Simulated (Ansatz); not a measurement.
# Cs (Fm-3m) in Ansatz: equation of state

How stiff is Cs in PBEsol, and what volume does it want? The cell is scaled to several volumes.

Everything below comes from runs of Ansatz 0.2.0. Logs are shortened: lines on timing, memory, paths and dates and some standing lists are left out, and cuts for length are marked.

## (1) The crystal as given

It takes space group Fm-3m (No. 225, cubic). The conventional cell has a = 7.897 Å, b = 7.897 Å, c = 7.897 Å, α = 90.00°, β = 90.00°, γ = 90.00°.

This isn't the form of Cs at room conditions, which is bcc.

## (2) Equation of state, PBEsol

Potentials or basis: all-electron LAPW, scalar-relativistic.

No new run: the results of the series are fitted here.

Results:

```
Equilibrium volume : 110.54 Å³/atom (rough: see the caveat)
Bulk modulus       : 2.1 GPa (rough)
```

Energy against volume, from the lowest point:
```
volume (Å³/atom)  energy (meV/atom)
         115.718               0.00
         118.180               1.62
         120.642               3.76
         123.104               6.37
         125.566               9.40
         128.028              12.82
         130.490              16.59
```

Caveat: the minimum lies outside the volumes run.
